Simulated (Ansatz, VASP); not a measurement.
## ZnSe in VASP and in Ansatz

The input INCAR:

```
SYSTEM = ZnSe
PREC = Accurate
ENCUT = 520
EDIFF = 1E-8
ISMEAR = -1
SIGMA = 0.08
LREAL = .FALSE.
LASPH = .TRUE.
NELM = 60
ALGO = Normal
ISIF = 2
LWAVE = .FALSE.
LCHARG = .FALSE.
GGA = PE
LEFG = .TRUE.
NBANDS = 16
```

File KPOINTS:

```
regular mesh
0
G
  13 13 13
  0 0 0
```

POSCAR

```
ZnSe
1.0
    0.0000000000      2.6293003445      2.6293003445
    2.6293003445      0.0000000000      2.6293003445
    2.6293003445      2.6293003445      0.0000000000
Zn Se
1 1
Direct
    0.0000000000      0.0000000000      0.0000000000
    0.5000000000      0.5000000000      0.5000000000
```

Input for Ansatz:

```yaml
crystal:
  lattice:
    - [0.0, 2.6293003445, 2.6293003445]
    - [2.6293003445, 0.0, 2.6293003445]
    - [2.6293003445, 2.6293003445, 0.0]
  atoms:
    - { symbol: Zn, position: [0.0, 0.0, 0.0] }
    - { symbol: Se, position: [0.5, 0.5, 0.5] }
kpoints:
  mp_grid: { grid: [13, 13, 13] }
scf:
  occupations: { method: fermi_dirac, width: 0.08 }
hamiltonian:
  xc: pbe
  pseudopotentials: { kind: paw }
output:
  forces: true
  stress: true
  eigenvalues: true
  efg: { contact_densities: true }
```

Change from the starting cell: volume scaled by 0.9405, PAW files.

Alike in both runs: task electric field gradients; functional PBE; k mesh 13 × 13 × 13; occupations fermi-dirac, width 0.08 eV; no spin polarisation.

```csv
,VASP,Ansatz
version,VASP 6.6.1,Ansatz 0.2.0
potentials or method,"VASP PAW PBE potentials, release 64 (Zn, Se)","PAW with Ansatz's default frozen-core files, scalar-relativistic"
plane-wave cutoff (eV),520,420
valence electrons in the cell,18,28
```

|  | VASP | Ansatz | Ansatz less VASP |
| --- | --- | --- | --- |
| pressure (GPa) | 5.3 | 5.0 | -0.27 |
| Vzz of the field gradient on the site that differs most (V/Å²) | 0.0 | 0.0 | 0.00 |

The functional is the same, so the differences come from potentials, cutoffs and numerics. The two sets of potentials don't hold the same shells in valence.
